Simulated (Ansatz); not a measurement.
GaN built on the zincblende prototype, relaxed with r2SCAN, was run in the PAW code Ansatz under altered settings. All numbers are computed, without spin polarisation but where a row says otherwise.

```yaml
crystal:
  lattice:
    - [0.00000, 2.24895, 2.24895]
    - [2.24895, 0.00000, 2.24895]
    - [2.24895, 2.24895, 0.00000]
  atoms:
    - { symbol: Ga, position: [0.00000, 0.00000, 0.00000] }
    - { symbol: N, position: [0.25000, 0.25000, 0.25000] }
```

The base run's other keys:
```yaml
kpoints:
  mp_grid: { grid: [4, 4, 4] }
hamiltonian:
  xc: hse06
scf:
  occupations: { method: fixed }
  n_extra_bands: 4
```

It takes 13 iterations with 459 plane waves at 420 eV and 8 k points, and leaves a mean stress of 0.00 GPa. The gap over this mesh is 3.035 eV. It ran on 4 threads of Arm Neoverse N1, with other jobs on the host.

Outcomes, with energy and stress as changes against the base:
```
                                     setting    outcome  ΔF (meV/atom)  Δ mean stress (GPa)  gap on the mesh (eV)  iterations  wall time
                   scf.exx.ecutfock_ratio: 2  converged           +0.1                  0.0                 3.034          13      4.7 s
            scf.exx.singularity: regularized  converged           -0.2                  0.0                 3.039          13      5.1 s
PBE hybrid, exx coeff 0.75, omega 0.2078 1/Å  converged              –                -10.6                 5.911          18      6.1 s
   PBE hybrid, exx coeff 0.75, omega 0.5 1/Å  converged              –                 -6.8                 3.998          19      6.3 s
                          basis.ecutwfc: 500  converged           -3.5                  0.0                 3.036          13      5.6 s
```
A dash marks a value that wasn't obtained or can't be compared. Stress is positive in compression. The base took 5.2 s.

- PBE hybrid, exx coeff 0.75, omega 0.2078 1/Å. That is 75 % exact exchange, screened with ω = 0.2078 1/Å, against HSE06's 25 % screened at 0.208 1/Å. The mean stress moves by -10.6 GPa and the gap on the mesh by +2.877 eV (to 5.911). Totals of different functionals aren't comparable. The program warns that on this mesh the truncation of the exchange isn't bounded, so part of the change can be an error of the mesh.
- PBE hybrid, exx coeff 0.75, omega 0.5 1/Å. That is 75 % exact exchange, screened with ω = 0.5 1/Å, against HSE06's 25 % screened at 0.208 1/Å. The mean stress moves by -6.8 GPa and the gap on the mesh by +0.963 eV (to 3.998). Totals of different functionals aren't comparable.
- basis.ecutwfc: 500. 561 plane waves in place of 459. The free energy moves by -3.5 meV an atom, the mean stress by 0.0 GPa and the gap on the mesh by +0.002 eV (to 3.036). The base cutoff was converged to that degree.

Within 1 meV an atom, 0.1 GPa and 0.005 eV of the base stay: scf.exx.ecutfock_ratio: 2; scf.exx.singularity: regularized.

The stress of a hybrid is loosely converged in these runs.

The meshes of the hybrids are coarse, so their gaps aren't converged to the digits shown.
